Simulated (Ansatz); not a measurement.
Ag under changes of volume

One of the cells (18.052 Å³/atom); the others are scaled copies at fixed shape and fractional positions:

```
Ag
1.0
     1.47305    0.85046    7.20465
    -1.47305    0.85046    7.20465
     0.00000   -1.70093    7.20465
Ag
3
Direct
  0.22228 0.22228 0.22228
  0.77772 0.77772 0.77772
  0.00000 0.00000 0.00000
```

This isn't the form of Ag at room conditions, which is fcc.

| Item | Value |
| --- | --- |
| Program | Ansatz 0.2.0 |
| Functional | PBEsol |
| Potentials or basis | all-electron LAPW, scalar-relativistic |
| Cutoff | 231 eV (chosen from the basis error) |
| Basis error allowed | 0.001 eV/atom |
| k mesh | 10 × 10 × 10 |
| Occupations | fermi-dirac, width 0.05 eV |
| Spin | no spin polarisation |

| volume (Å³/atom) | energy over the lowest point (meV/atom) | pressure (GPa) | largest force (eV/Å) |
| --- | --- | --- | --- |
| 16.968 | 0.00 | -1.7 | 0.005 |
| 17.330 | 6.27 | -3.8 | 0.004 |
| 17.691 | 16.96 | -5.7 | 0.003 |
| 18.052 | 31.48 | -7.2 | 0.003 |
| 18.413 | 49.29 | -8.6 | 0.003 |
| 18.774 | 69.96 | -9.8 | 0.002 |
| 19.135 | ? | ? | ? |

Problem. What does the run at 19.135 Å³/atom give?

Solution. Energy over the lowest point 93.07 meV/atom; pressure -10.8 GPa; largest force 0.002 eV/Å.

Worked out: A Birch-Murnaghan fit of order 3 (a polynomial in V^(-2/3)) to the other rows has its minimum at 16.71 Å³/atom, just outside them, with B0 = V·E''(V) = 116 GPa and B' = 5.6 at fixed shape and positions, which overstates the stiffness. It gives 93.07 meV/atom at 19.135 Å³/atom, against the run's 93.07, and -dE/dV = -10.7 GPa, against -10.8.

Energies are extrapolated to zero smearing.
